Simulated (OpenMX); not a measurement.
# CdS: single point with PBE

CdS:

```
CELL_PARAMETERS angstrom
4.26117 0.00000 0.00000
-2.13058 3.69028 0.00000
0.00000 0.00000 5.80417
ATOMIC_POSITIONS crystal
Cd 0.99677 0.99241 0.43406
S 0.67375 0.33728 0.43192
```

The cell comes from a database or a generator and needn't be the stable form of this composition.

The cell isn't the ideal one: atoms moved at random, drawn with an rms of 0.05 Å.

```json
{
 "Program": "OpenMX 3.8.5",
 "Task": "single point",
 "Functional": "PBE",
 "Potentials or basis": "OpenMX 2013 PBE set, Cd7.0-s3p2d1, S7.0-s2p2d1, grid cutoff 500 Ry",
 "k mesh": "7 × 7 × 5",
 "Occupations": "fermi-dirac, width 0.05 eV",
 "Spin": "no spin polarisation"
}
```

The pressure is 0.2 GPa. The largest force is 0.443 eV/Å and the band gap on the k mesh is 1.53 eV, indirect (least direct gap 1.65 eV). The mulliken charges are Cd +0.52; S -0.52 e.

Forces on the atoms (eV/Å):
```
Cd   0.170  0.409 -0.001
S   -0.164 -0.409 -0.008
```

Levels at points of the mesh, in eV from the valence-band top:
```csv
k point,band 5,band 6,band 7,band 8,band 9,band 10,band 11,band 12,band 13,band 14
"(0.00, 0.00, 0.00)",-7.69,-7.41,-1.07,-0.30,-0.12,1.53,6.83,6.97,7.18,10.65
```

Wall time 26 s on 1 thread of Arm Neoverse V2, on a shared host, peak memory 0.77 GiB.

Caveat: Mulliken charges move with the basis; an odd mesh through Γ misses points on the zone boundary, where band edges often lie; the basis of atomic orbitals isn't converged, which shifts pressures, moduli and gaps.
